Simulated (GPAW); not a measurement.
The system is SnO2 (Cassiterite).

```
Sn O
1.0
     4.73800    0.00000    0.00000
     0.00000    4.73800    0.00000
     0.00000    0.00000    3.18650
Sn O
2 4
Direct
  0.50000 0.50000 0.50000
  0.00000 0.00000 0.00000
  0.80710 0.19290 0.50000
  0.69290 0.69290 0.00000
  0.19290 0.80710 0.50000
  0.30710 0.30710 0.00000
```

Base run:

```yaml
Program: GPAW 26.7.0
Functional: r4SCAN
Potentials_or_basis: GPAW PAW data sets (gpaw-data 1.2.1)
Cutoff: 800 eV
Basis: pw
k_mesh: 4 × 4 × 5
Occupations: fermi-dirac, width 0.05 eV
Spin: spin-orbit coupling, no magnetisation
```

Its results: band gap on the k mesh 1.93 eV, direct; pressure 1.5 GPa; largest force 0.057 eV/Å.

Q: The run is repeated on the same cell with these changes: functional from r4SCAN to MS2; spin axis theta (degrees) from 90 to 0. What comes out?

A: Band gap on the k mesh 1.68 eV, direct; pressure 3.2 GPa; largest force 0.201 eV/Å.

Caveats: spin-orbit coupling was added after a scalar SCF, so levels and gaps hold it while energy, forces, pressure and moments don't; this program's spin-orbit splittings come out too wide for heavy elements; the PAW data sets were made with another functional, which shifts forces and pressure a little.

Not every run made on this cell is shown here.
